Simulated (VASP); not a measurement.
A run of VASP 6.6.1:

The input INCAR:

```
PREC = Accurate
ENCUT = 300
EDIFF = 1E-7
ISMEAR = 0
SIGMA = 0.03
LREAL = False
LASPH = True
NELM = 80
ALGO = Fast
ISIF = 2
LWAVE = False
LCHARG = False
GGA = PE
IBRION = 2
NSW = 40
EDIFFG = -0.01
```

The input KPOINTS:

```
regular mesh
0
Gamma
  4 4 4
```

Contents of POSCAR:

```
KCl                                     
1.0
   -0.0000000000      3.2395736484      3.2395736484
    3.2395736484      0.0000000000      3.2395736484
    3.2395736484      3.2395736484     -0.0000000000
  K               Cl            
     1     1
Direct
     1.0000000000000000    1.0000000000000000    0.0000000000000000
     0.5000000000000000    0.5000000000000000    0.5000000000000000
```

Potentials or basis: VASP PAW PBE potentials, release 64 (K_pv, Cl).

The run is started by

```console
$ cat potpaw_PBE.64/K_pv/POTCAR potpaw_PBE.64/Cl/POTCAR > POTCAR
$ mpirun -np 1 vasp_std > vasp.out
```

Hardware: 1 thread of AMD EPYC 7R43 64-Core Processor (Zen 3), on a shared host.

Estimate the wall time of this run.

It took 6.3 s on 1 thread of AMD EPYC 7R43 64-Core Processor (Zen 3), with other jobs on the host, peak memory 0.11 GiB. Counts: scf iterations 16, k points 8, ion steps 1.
